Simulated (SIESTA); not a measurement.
Runs of SIESTA 5.4.2 on Sn. The structure is cubic, space group Fd-3m (No. 227). Conventional cell: a = 6.467 Å, b = 6.467 Å, c = 6.467 Å, α = 90.00°, β = 90.00°, γ = 90.00°. Around Sn (site symmetry -43m) lie 4 Sn at 2.80 Å. This isn't the form of Sn at room conditions, which is tetragonal (white tin).

```csv
potentials or basis,gap on the mesh (eV),pressure (GPa),relaxed volume (Å³/atom)
"PseudoDojo 0.4 standard (PBE files), DZDP (energy shift 0.003 Ry; two zetas on semicore shells)",none,0.0,37.66
"PseudoDojo 0.4 standard (PBE files), DZP (energy shift 0.003 Ry; two zetas on semicore shells)",none,0.0,(a)
"PseudoDojo 0.4 standard (PBE files), SZP (energy shift 0.003 Ry)",none,0.0,(b)
"PseudoDojo 0.4 standard (PBE files), TZP (energy shift 0.003 Ry; two zetas on semicore shells)",none,0.0,37.24
"PseudoDojo 0.4 standard (PBE files), SZ (energy shift 0.003 Ry)",none,0.1,39.08
"PseudoDojo 0.4 standard (PBE files), TZDP (energy shift 0.003 Ry; two zetas on semicore shells)",none,0.0,37.52
"PseudoDojo 0.4 standard (PBE files), DZ (energy shift 0.003 Ry; two zetas on semicore shells)",none,0.0,36.89
```

Alike in all rows: task relaxation of cell and atoms; level PBE; no spin polarisation; cell relaxed; k mesh 5 × 5 × 5; smearing fermi-dirac 0.05 eV; grid cutoff 500 Ry; energy shift 0.003 Ry.

Problem. Estimate the missing entries.

Solution. (a) 37.32; (b) 38.40.

Caveats: the basis of atomic orbitals isn't converged, which shifts pressures, moduli and gaps; the basis has no polarisation orbitals (some runs); the volume moved by over 15 % at a fixed basis, so the end points are rough (some runs).

A k mesh can miss the band edges, and the runs leave out spin-orbit coupling on Sn.

A gap of «none» marks a metal or a gap under the smearing width.
